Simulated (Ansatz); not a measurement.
## A strain series on CdS (zincblende): uniaxial along x, other directions held

CdS in the zincblende structure, relaxed with r2SCAN in the PAW code Ansatz, then strained (uniaxial along x, other directions held; changes of length per length, axes as in the cell below) with the atoms relaxed again within the symmetry that is left. The symmetry is F-43m (No. 216, cubic); a = 5.878 Å in the conventional setting, 25.39 Å³ an atom. Cd has 4 S at 2.55 Å; S has 4 Cd at 2.55 Å. (Simulation; spin polarisation is off.)

```
CELL_PARAMETERS angstrom
0.00000 2.93921 2.93921
2.93921 0.00000 2.93921
2.93921 2.93921 0.00000
ATOMIC_POSITIONS crystal
Cd 0.00000 0.00000 0.00000
S 0.25000 0.25000 0.25000
```

Gaps are the least over each mesh (PBE 8×8×8, r2SCAN 8×8×8, HSE06 6×6×6 when unstrained) and the special points, which keep their unstrained names; stress is the change from the unstrained cell, compression positive.

| strain (%) | gap, PBE (eV) | gap, r2SCAN (eV) | gap, HSE06 (eV) | edges, HSE06 | stress along the strain, r2SCAN (GPa) | energy rise, r2SCAN (meV/atom) |
| --- | --- | --- | --- | --- | --- | --- |
| -2.22 | 1.100 | 1.549 | 2.117 | Γ | +1.65 | 2.8 |
| -2.0 | 1.099 | 1.549 | 2.116 | Γ | +1.48 | 2.3 |
| -1.05 | 1.097 | 1.546 | 2.111 | Γ | +0.77 | 0.6 |
| -0.31 | 1.096 | 1.543 | 2.108 | Γ | +0.23 | 0.0 |
| 0.0 | 1.095 | 1.543 | 2.106 | Γ | 0.00 | 0.0 |
| +1.5 | 1.047 | 1.493 | 2.053 | Γ | -1.08 | 1.3 |
| +3.17 | 0.993 | 1.436 | 1.993 | Γ | -2.24 | 5.8 |
| +5.0 | 0.932 | 1.372 | 1.924 | Γ | -3.47 | 14.1 |
| +5.64 | 0.910 | 1.349 | 1.900 | Γ | -3.89 | 17.9 |

Between zero and the nearest strains the slope of the HSE06 gap against strain is -0.005 eV per percent for negative and -0.035 for positive strain.

Spin-orbit coupling is left out.

The meshes of the hybrids are coarse, so their gaps aren't converged to the digits shown.
